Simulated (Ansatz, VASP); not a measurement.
SrO in VASP and in Ansatz

The input INCAR:

```
SYSTEM = SrO
ALGO = Normal
EDIFF = 1E-7
ENCUT = 520
GGA = CA
ISIF = 2
ISMEAR = 0
LASPH = .TRUE.
LCHARG = .TRUE.
LELF = .TRUE.
LREAL = .FALSE.
LVHAR = .TRUE.
LWAVE = .FALSE.
NBANDS = 15
NELM = 60
PREC = Accurate
SIGMA = 0.05
```

Contents of KPOINTS:

```
k-points
0
G
  8 8 8
  0 0 0
```

POSCAR

```
SrO
1.0
    0.0000000000      2.5698000000      2.5698000000
    2.5698000000      0.0000000000      2.5698000000
    2.5698000000      2.5698000000      0.0000000000
Sr O
1 1
Direct
   -0.0048641918     -0.0048641918      0.0048641918
    0.5000000000      0.5000000000      0.5000000000
```

Input for Ansatz:

```yaml
crystal:
  lattice:
    - [0.0, 2.5698, 2.5698]
    - [2.5698, 0.0, 2.5698]
    - [2.5698, 2.5698, 0.0]
  atoms:
    - { symbol: Sr, position: [-0.0048641918, -0.0048641918, 0.0048641918] }
    - { symbol: O, position: [0.5, 0.5, 0.5] }
basis:
  ecutwfc: 420
kpoints:
  mp_grid: { grid: [8, 8, 8] }
hamiltonian:
  xc: lda
scf:
  occupations: { method: gaussian, width: 0.05 }
output:
  forces: true
  stress: true
  eigenvalues: true
```

Change from the starting cell: all Sr atoms moved +0.025 Å, as atom 1 towards its neighbour atom 2 (O) at 2.570 Å.

Alike in both runs: task single point; functional LDA; k mesh 8 × 8 × 8; occupations gaussian, width 0.05 eV; no spin polarisation.

|  | VASP | Ansatz |
| --- | --- | --- |
| version | VASP 6.6.1 | Ansatz 0.2.0 |
| potentials or method | VASP PAW LDA potentials, release 64 (Sr_sv, O) | scalar-relativistic, plane waves, PAW |
| plane-wave cutoff (eV) | 520 | 420 |
| valence electrons in the cell | 16 | 16 |

```tsv
	VASP	Ansatz	Ansatz less VASP
gap on the k mesh at the Fermi level (eV)	3.10	3.16	+0.058
least direct gap on the mesh (eV)	3.18	3.23	+0.049
pressure (GPa)	-3.5	-4.2	-0.69
rms of the force components (eV/Å)	0.028	0.026	-0.0023
```

Atom by atom the forces differ by 0.002 eV/Å (rms over components).

A k mesh can miss the band edges.
